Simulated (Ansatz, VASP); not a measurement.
## BeS: VASP beside Ansatz

```
Be S
1.0
     2.89670    0.00000    0.00000
     0.00000    2.89670    0.00000
     0.00000    0.00000    2.89670
Be S
1 1
Direct
  0.00000 0.00000 0.00000
  0.50000 0.50000 0.50000
```

The cell comes from a database or a generator and needn't be the stable form of this composition.

Alike in both runs: task single point; functional PBEsol; k mesh 6 × 6 × 6; occupations gaussian, width 0.05 eV; no spin polarisation.

```csv
,VASP,Ansatz
version,VASP 6.6.1,Ansatz 0.2.0
potentials or method,"VASP PAW PBE potentials, release 64 (Be, S)","scalar-relativistic, plane waves, PAW"
plane-wave cutoff (eV),520,420
valence electrons in the cell,8,8
```

```csv
,VASP,Ansatz,Ansatz less VASP
gap on the k mesh at the Fermi level (eV),none,none,-
pressure (GPa),-0.5,-0.6,-0.13
```

A gap of «none» marks a metal or a gap that the smearing closes.

Caveats: the k mesh is coarse (spacing up to 0.36 Å⁻¹), so the values aren't converged; the PAW data sets were made with another functional, which shifts forces and pressure a little (VASP).
